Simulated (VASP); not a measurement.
A VASP 6.6.1 single-point calculation on SrO

INCAR

```
PREC = Accurate
SIGMA = 0.01
GGA = PE
ALGO = Normal
LASPH = .TRUE.
NBANDS = 15
LREAL = .FALSE.
NSW = 0
ISIF = 2
ISMEAR = 0
EDIFF = 1E-7
ENCUT = 520
LWAVE = .FALSE.
IBRION = -1
LCHARG = .FALSE.
NELM = 85
```

KPOINTS

```
KPOINTS created by Atomic Simulation Environment
0
Gamma
8 8 8
0 0 0
```

POSCAR

```
Sr O
 1.0000000000000000
     0.0000000000000000    2.5798923258751905    2.5798923258751905
     2.5798923258751905    0.0000000000000000    2.5798923258751905
     2.5798923258751905    2.5798923258751905    0.0000000000000000
 Sr  O
   1   1
Cartesian
 -0.0000000000000000 -0.0000000000000000 -0.0000000000000000
  2.5798923258751905  2.5798923258751905  2.5798923258751905
```

The recommended PBE PAW datasets give the neutral cell 16 valence electrons.

Command

```
mpirun -np 1 vasp_std
```

Problem. Predict the outcome of this run.

Solution. It converged. Results: gap between bands v and c on the k mesh 3.27 eV; least direct gap on the k mesh 3.37 eV; pressure 2.4 GPa. Band v is the last that the valence electrons fill when counted band by band, and c is the next.

OSZICAR

```
N       E                     dE             d eps       ncg     rms          rms(c)
DAV:   1     0.662388543552E+02    0.66239E+02   -0.84635E+03   870   0.104E+03
DAV:   2    -0.111128790404E+02   -0.77352E+02   -0.71397E+02  1180   0.221E+02
DAV:   3    -0.141872272765E+02   -0.30743E+01   -0.30570E+01  1127   0.388E+01
DAV:   4    -0.142474598590E+02   -0.60233E-01   -0.60227E-01  1097   0.528E+00
DAV:   5    -0.142490292376E+02   -0.15694E-02   -0.15694E-02  1062   0.652E-01    0.161E+01
DAV:   6    -0.121994316551E+02    0.20496E+01   -0.67046E+00   884   0.194E+01    0.190E+01
DAV:   7    -0.120567289109E+02    0.14270E+00   -0.30369E-01  1010   0.488E+00    0.110E+01
DAV:   8    -0.120459544805E+02    0.10774E-01   -0.11928E-01  1087   0.345E+00    0.417E-01
DAV:   9    -0.120472881002E+02   -0.13336E-02   -0.58786E-03  1120   0.485E-01    0.233E-01
DAV:  10    -0.120477462118E+02   -0.45811E-03   -0.43942E-04   975   0.197E-01    0.866E-02
DAV:  11    -0.120478938898E+02   -0.14768E-03   -0.14785E-04   926   0.898E-02    0.274E-02
DAV:  12    -0.120479124351E+02   -0.18545E-04   -0.27910E-05   933   0.387E-02    0.232E-02
DAV:  13    -0.120479124191E+02    0.15934E-07   -0.15850E-06   940   0.110E-02    0.333E-03
DAV:  14    -0.120479121395E+02    0.27965E-06   -0.13852E-07  1118   0.281E-03    0.225E-03
DAV:  15    -0.120479121331E+02    0.63676E-08   -0.84678E-09   505   0.879E-04
   1 F= -.12047912E+02 E0= -.12047912E+02  d E =-.243275E-11
```

Standard output (part)

```
POSCAR found type information on POSCAR SrO
 POSCAR found :  2 types and       2 ions
 LDA part: xc-table for (Slater+PW92), standard interpolation
 POSCAR, INCAR and KPOINTS ok, starting setup
 WAVECAR not read
 entering main loop
```

For comparison, a separate r²SCAN run of the intended cell, on usual settings and not on those above, gives a gap of 3.75 eV on its mesh and a pressure of 0.5 GPa.
